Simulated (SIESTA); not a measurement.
# PbS (Cmcm) in SIESTA: notebook, part 3 of 3

SIESTA 5.4.2.

**9. Single point, PBE, 25.60 Å³/atom**

PbS.fdf

```
SystemName                      PbS
SystemLabel                     PbS
NumberOfSpecies                 2
NumberOfAtoms                   4
%block ChemicalSpeciesLabel
  1  82 Pb
  2  16 S
%endblock ChemicalSpeciesLabel

LatticeConstant                 1.0 Ang
%block LatticeVectors
     2.0518417802    -5.9103234677     0.0000000000
     2.0518417802     5.9103234677     0.0000000000
     0.0000000000     0.0000000000     4.2214851889
%endblock LatticeVectors
AtomicCoordinatesFormat         Fractional
%block AtomicCoordinatesAndAtomicSpecies
     0.1305633500     0.8694366500     0.2500000000  1  Pb
     0.8694366500     0.1305633500     0.7500000000  1  Pb
     0.3547970900     0.6452029100     0.2500000000  2  S
     0.6452029100     0.3547970900     0.7500000000  2  S
%endblock AtomicCoordinatesAndAtomicSpecies

%block kgrid.MonkhorstPack
    7   0   0  0.0
    0   7   0  0.0
    0   0   6  0.0
%endblock kgrid.MonkhorstPack
XC.Functional                   GGA
XC.Authors                      PBE
PAO.BasisSize                   TZDP
PAO.EnergyShift                 0.01 Ry
Mesh.Cutoff                     500 Ry
OccupationFunction              FD
ElectronicTemperature           0.05 eV
MaxSCFIterations                120
SCF.MustConverge                false
SCF.Mixer.Method                Pulay
SCF.Mixer.Weight                0.25
SCF.Mixer.History               8
SCF.DM.Tolerance                5.0e-05
SCF.H.Tolerance                 1.0e-03 eV
WriteForces                     true
Charge.Mulliken                 end
%block PAO.PolarizationScheme
  Pb non-perturbative
  S non-perturbative
%endblock PAO.PolarizationScheme
```

Potentials or basis: PseudoDojo 0.4 standard (PBE files), TZDP (energy shift 0.01 Ry).

Started as:

```console
$ siesta PbS.fdf > PbS.out 2>&1
```

Run time: 2.8 min. Hardware: 1 thread of Intel Xeon at 2.70GHz, shared host; peak memory 0.6 GiB.

The run converged. Its results:

| Property | Result |
| --- | --- |
| Free energy | -4431.3273 eV |
| Pressure | 3.8 GPa |
| Largest force | 0.408 eV/Å |
| Band gap on the k mesh | 1.13 eV, indirect (least direct gap 1.46 eV) |

Caveat: semicore shells carry a single zeta, which can move pressures by several GPa and volumes by a few percent; spin-orbit coupling is left out, which as a rule narrows the gap of such compounds by several tenths of an eV; an odd mesh through Γ misses points on the zone boundary, where band edges often lie; the basis of atomic orbitals isn't converged, which shifts pressures, moduli and gaps.

**10. Single point, PBE, 26.13 Å³/atom**

PbS.fdf: that of step 9 with these lines changed.

```diff
@@ -11,5 +11,5 @@
 %block LatticeVectors
-     2.0518417802    -5.9103234677     0.0000000000
-     2.0518417802     5.9103234677     0.0000000000
-     0.0000000000     0.0000000000     4.2214851889
+     2.0659928603    -5.9510856073     0.0000000000
+     2.0659928603     5.9510856073     0.0000000000
+     0.0000000000     0.0000000000     4.2505997999
 %endblock LatticeVectors
```

Started as:

```console
$ siesta < PbS.fdf > PbS.out 2>&1
```

Run time: 3.8 min. Hardware: 1 thread of Intel Xeon at 2.70GHz, shared host; peak memory 0.74 GiB.

It converged, with:

* Free energy: -4431.3685 eV
* Pressure: 2.4 GPa
* Largest force: 0.303 eV/Å
* Band gap on the k mesh: 1.18 eV, indirect (least direct gap 1.45 eV)

Caveat: semicore shells carry a single zeta, which can move pressures by several GPa and volumes by a few percent; spin-orbit coupling is left out, which as a rule narrows the gap of such compounds by several tenths of an eV; an odd mesh through Γ misses points on the zone boundary, where band edges often lie; the basis of atomic orbitals isn't converged, which shifts pressures, moduli and gaps.

**11. Single point, PBE, 26.66 Å³/atom**

PbS.fdf: that of step 10 with these lines changed.

```diff
@@ -11,5 +11,5 @@
 %block LatticeVectors
-     2.0659928603    -5.9510856073     0.0000000000
-     2.0659928603     5.9510856073     0.0000000000
-     0.0000000000     0.0000000000     4.2505997999
+     2.0799526950    -5.9912968650     0.0000000000
+     2.0799526950     5.9912968650     0.0000000000
+     0.0000000000     0.0000000000     4.2793209400
 %endblock LatticeVectors
```

Started as:

```console
$ siesta < PbS.fdf > PbS.out 2>&1
```

Run time: 3.6 min. Hardware: 1 thread of Intel Xeon at 2.70GHz, shared host; peak memory 0.73 GiB.

Results (log left out):

```
Free energy            : -4431.3923 eV
Pressure               : 1.2 GPa
Largest force          : 0.225 eV/Å
Band gap on the k mesh : 1.22 eV, indirect (least direct gap 1.45 eV)
```

Caveat: semicore shells carry a single zeta, which can move pressures by several GPa and volumes by a few percent; spin-orbit coupling is left out, which as a rule narrows the gap of such compounds by several tenths of an eV; an odd mesh through Γ misses points on the zone boundary, where band edges often lie; the basis of atomic orbitals isn't converged, which shifts pressures, moduli and gaps.

**12. Single point, PBE, 27.20 Å³/atom**

PbS.fdf: that of step 11 with these lines changed.

```diff
@@ -11,5 +11,5 @@
 %block LatticeVectors
-     2.0799526950    -5.9912968650     0.0000000000
-     2.0799526950     5.9912968650     0.0000000000
-     0.0000000000     0.0000000000     4.2793209400
+     2.0937276176    -6.0309754840     0.0000000000
+     2.0937276176     6.0309754840     0.0000000000
+     0.0000000000     0.0000000000     4.3076616397
 %endblock LatticeVectors
```

Potentials or basis: PseudoDojo 0.4 standard (PBE files), TZDP (energy shift 0.01 Ry).

Started as:

```console
$ siesta < PbS.fdf > PbS.out 2>&1
```

Run time: 3.3 min. Hardware: 1 thread of Intel Xeon at 2.70GHz, shared host; peak memory 0.72 GiB.

The run converged. Its results:

| Quantity | Value |
| --- | --- |
| Free energy | -4431.4004 eV |
| Pressure | 0.1 GPa |
| Largest force | 0.150 eV/Å |
| Band gap on the k mesh | 1.25 eV, indirect (least direct gap 1.44 eV) |

Caveat: semicore shells carry a single zeta, which can move pressures by several GPa and volumes by a few percent; spin-orbit coupling is left out, which as a rule narrows the gap of such compounds by several tenths of an eV; an odd mesh through Γ misses points on the zone boundary, where band edges often lie; the basis of atomic orbitals isn't converged, which shifts pressures, moduli and gaps.

**13. Single point, PBE, 27.73 Å³/atom**

PbS.fdf: that of step 12 with these lines changed.

```diff
@@ -11,5 +11,5 @@
 %block LatticeVectors
-     2.0937276176    -6.0309754840     0.0000000000
-     2.0937276176     6.0309754840     0.0000000000
-     0.0000000000     0.0000000000     4.3076616397
+     2.1073236324    -6.0701387599     0.0000000000
+     2.1073236324     6.0701387599     0.0000000000
+     0.0000000000     0.0000000000     4.3356342523
 %endblock LatticeVectors
```

Started as:

```console
$ siesta < PbS.fdf > PbS.out 2>&1
```

Run time: 3.1 min. Hardware: 1 thread of Intel Xeon at 2.70GHz, shared host; peak memory 0.71 GiB.

Results (log left out):

- Free energy: -4431.3944 eV
- Pressure: -0.9 GPa
- Largest force: 0.091 eV/Å
- Band gap on the k mesh: 1.27 eV, indirect (least direct gap 1.43 eV)

Caveat: semicore shells carry a single zeta, which can move pressures by several GPa and volumes by a few percent; spin-orbit coupling is left out, which as a rule narrows the gap of such compounds by several tenths of an eV; an odd mesh through Γ misses points on the zone boundary, where band edges often lie; the basis of atomic orbitals isn't converged, which shifts pressures, moduli and gaps.

**14. Single point, PBE, 28.26 Å³/atom**

PbS.fdf: that of step 13 with these lines changed.

```diff
@@ -11,5 +11,5 @@
 %block LatticeVectors
-     2.1073236324    -6.0701387599     0.0000000000
-     2.1073236324     6.0701387599     0.0000000000
-     0.0000000000     0.0000000000     4.3356342523
+     2.1207464379    -6.1088031065     0.0000000000
+     2.1207464379     6.1088031065     0.0000000000
+     0.0000000000     0.0000000000     4.3632505017
 %endblock LatticeVectors
```

Started as:

```console
$ siesta PbS.fdf > PbS.out 2>&1
```

Run time: 2.8 min. Hardware: 1 thread of Intel Xeon at 2.70GHz, shared host; peak memory 0.7 GiB.

Results (log left out):

* Free energy: -4431.3758 eV
* Pressure: -1.8 GPa
* Largest force: 0.189 eV/Å
* Band gap on the k mesh: 1.29 eV, indirect (least direct gap 1.43 eV)

Caveat: semicore shells carry a single zeta, which can move pressures by several GPa and volumes by a few percent; spin-orbit coupling is left out, which as a rule narrows the gap of such compounds by several tenths of an eV; an odd mesh through Γ misses points on the zone boundary, where band edges often lie; the basis of atomic orbitals isn't converged, which shifts pressures, moduli and gaps.

**15. Equation of state, PBE**

Potentials or basis: PseudoDojo 0.4 standard (PBE files), TZDP (energy shift 0.01 Ry).

No new run: the results of the series are fitted here.

Results:

| Item | Value |
| --- | --- |
| Equilibrium volume | 27.23 Å³/atom |
| Bulk modulus at fixed shape and positions | 54 GPa |
| Pressure derivative of the bulk modulus | 4.4 |

Energy against volume, from the lowest point:
```
volume (Å³/atom)  energy (meV/atom)
          25.064              33.45
          25.597              18.28
          26.130               7.97
          26.664               2.02
          27.197               0.00
          27.730               1.49
          28.263               6.15
```

Caveat: semicore shells carry a single zeta, which can move pressures by several GPa and volumes by a few percent; the cell was scaled at fixed shape and fractional positions, which overstates the stiffness of a crystal with free parameters, most of all of layers and chains; the basis of atomic orbitals isn't converged, which shifts pressures, moduli and gaps. The run has no spin-orbit coupling, so splittings on Pb are missing.

**16. Equation of state, PBE**

run.py

```python
from ase import Atoms
from ase.calculators.siesta import Siesta
from ase.units import Ry, GPa
from ase.eos import EquationOfState

atoms = Atoms(
    ['Pb', 'Pb', 'S', 'S'],
    cell=[
        [2.079952695, -5.991296865, 0.0],
        [2.079952695, 5.991296865, 0.0],
        [0.0, 0.0, 4.27932094],
    ],
    scaled_positions=[
        [0.13056335, 0.86943665, 0.25],
        [0.86943665, 0.13056335, 0.75],
        [0.35479709, 0.64520291, 0.25],
        [0.64520291, 0.35479709, 0.75],
    ],
    pbc=True,
)

fdf = {
    'SCFMustConverge': False,
    'OccupationFunction': 'FD',
    'ElectronicTemperature': '0.05 eV',
    'MaxSCFIterations': '120',
    'SCF.Mixer.Method': 'Pulay',
    'SCF.Mixer.Weight': '0.25',
    'SCF.Mixer.History': '8',
    'SCF.DM.Tolerance': '5.0e-05',
    'SCF.H.Tolerance': '1.0e-03 eV',
    'WriteForces': 'true',
    'Charge.Mulliken': 'end',
    'PAO.Basis': ['Pb.1 4', 'n=6 0 2', '  6.130 0.000', 'n=6 1 2', '  8.395 0.000', 'n=5 2 2', '  4.214 0.000', 'n=6 2 1', '  8.395'],
}
calc = Siesta(
    label="PbS",
    command="siesta < PREFIX.fdf > PREFIX.out",
    pseudo_path="pseudos",
    pseudo_qualifier="",
    xc=('GGA', 'PBE'),
    basis_set="DZP",
    mesh_cutoff=500 * Ry,
    energy_shift=0.003 * Ry,
    kpts=[7, 7, 6],
    spin="non-polarized",
    fdf_arguments=fdf,
)
atoms.calc = calc

cell0 = atoms.cell.copy()
volumes, energies = [], []
for x in [0.94, 0.96, 0.98, 1.0, 1.02, 1.04, 1.06]:
    atoms.set_cell(cell0 * x ** (1 / 3), scale_atoms=True)
    volumes.append(atoms.get_volume() / len(atoms))
    energies.append(atoms.get_potential_energy(force_consistent=True) / len(atoms))
    print(f"V = {volumes[-1]:.5f} A^3/atom   F = {energies[-1]:.6f} eV/atom", flush=True)
v0, e0, b0 = EquationOfState(volumes, energies, eos="birchmurnaghan").fit()
print(f"v0 = {v0:.4f} A^3/atom, e0 = {e0:.5f} eV/atom, B0 = {b0 / GPa:.1f} GPa")
```

Potentials or basis: SG15 1.2 (PBE files) or PseudoDojo by element, DZP (energy shift 0.003 Ry; two zetas on semicore shells).

Started as:

```console
$ python run.py
```

Run time: 12 min. Hardware: 1 thread of Intel Xeon at 2.70GHz, shared host; peak memory 0.7 GiB.

It converged, with:

```yaml
Equilibrium_volume: 27.67 Å³/atom
Bulk_modulus_at_fixed_shape_and_positions: 51 GPa
Pressure_derivative_of_the_bulk_modulus: 4.5
```

Energy against volume, from the lowest point:
| volume (Å³/atom) | energy (meV/atom) |
| --- | --- |
| 25.064 | 46.87 |
| 25.597 | 28.52 |
| 26.130 | 15.20 |
| 26.664 | 6.28 |
| 27.197 | 1.29 |
| 27.730 | 0.00 |
| 28.263 | 1.89 |

Caveat: the cell was scaled at fixed shape and fractional positions, which overstates the stiffness of a crystal with free parameters, most of all of layers and chains; the basis of atomic orbitals isn't converged, which shifts pressures, moduli and gaps.

**17. Overview**

| task | potentials or basis | energy shift | gap on the mesh (eV) | pressure (GPa) | V0 of scaled cells (Å³/atom) | B0 (GPa) | largest force (eV/Å) |
| --- | --- | --- | --- | --- | --- | --- | --- |
| band structure | PseudoDojo 0.4 standard (PBE files), TZDP (energy shift 0.002 Ry) | 0.002 Ry | 1.22 | 1.5 | - | - | 0.26 |
| band structure | PseudoDojo 0.4 standard (PBE files), DZP (energy shift 0.01 Ry) | 0.01 Ry | 1.21 | 1.2 | - | - | 0.30 |
| equation of state | PseudoDojo 0.4 standard (PBE files), TZDP (energy shift 0.01 Ry) | 0.01 Ry | - | - | 27.23 | 54 | - |
| equation of state | SG15 1.2 (PBE files) or PseudoDojo by element, DZP (energy shift 0.003 Ry; two zetas on semicore shells) | 0.003 Ry | - | - | 27.67 | 51 | - |

Alike in all rows: level PBE; no spin polarisation; cell as given; k mesh 7 × 7 × 6; smearing fermi-dirac 0.05 eV; grid cutoff 500 Ry.

Caveats: the basis of atomic orbitals isn't converged, which shifts pressures, moduli and gaps; semicore shells carry a single zeta, which can move pressures by several GPa and volumes by a few percent (some runs); spin-orbit coupling is left out, which as a rule narrows the gap of such compounds by several tenths of an eV (some runs); the mesh misses the band edges, which the band path finds closer together (some runs); the cell was scaled at fixed shape and fractional positions, which overstates the stiffness of a crystal with free parameters, most of all of layers and chains (some runs).

Total energies depend on the potentials used, so only differences within one code and one set of settings carry meaning.
